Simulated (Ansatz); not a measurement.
`CSCc1ccccc1` and `OCc1ccccc1` differ in one atom or group.

Ansatz, PBE0-D4/def2-TZVP geometries, multiplicity 1. Each molecule was computed in one conformer, which needn't be the lowest.

```json
{"property": "LUMO energy (ωB97M-V/def2-TZVPP) / eV", "`CSCc1ccccc1`": "1.54"}
{"property": "HOMO energy (PBE0/def2-TZVPP) / eV", "`CSCc1ccccc1`": "-6.27"}
{"property": "HOMO–LUMO gap (B3LYP/def2-TZVPP) / eV", "`CSCc1ccccc1`": "5.43"}
{"property": "LUMO energy (B3LYP/def2-TZVPP) / eV", "`CSCc1ccccc1`": "-0.62"}
{"property": "HOMO energy (PBE/def2-TZVPP) / eV", "`CSCc1ccccc1`": "-5.08"}
{"property": "HOMO–LUMO gap (PBE/def2-TZVPP) / eV", "`CSCc1ccccc1`": "3.74"}
```

(1) Give the same properties after the change, and the shifts. (Best estimate.)

Results:

(1) The calculation gave: 
| property | `OCc1ccccc1` | shift |
| --- | --- | --- |
| LUMO energy (ωB97M-V/def2-TZVPP) / eV | 1.63 | 0.09 |
| HOMO energy (PBE0/def2-TZVPP) / eV | -7.13 | -0.86 |
| HOMO–LUMO gap (B3LYP/def2-TZVPP) / eV | 6.37 | 0.94 |
| LUMO energy (B3LYP/def2-TZVPP) / eV | -0.55 | 0.07 |
| HOMO energy (PBE/def2-TZVPP) / eV | -6.03 | -0.95 |
| HOMO–LUMO gap (PBE/def2-TZVPP) / eV | 4.77 | 1.03 |

With PBE0 the HOMO falls by 0.86 eV and the LUMO rises by 0.09 eV, so the gap widens by about 0.95 eV. PBE moves the HOMO by -0.95 eV and ωB97M-V by -0.75 eV.

Positive LUMOs are unbound, so they and the gaps depend on the basis.

B3LYP here is the variant with VWN-RPA as its local correlation; programs differ in this.
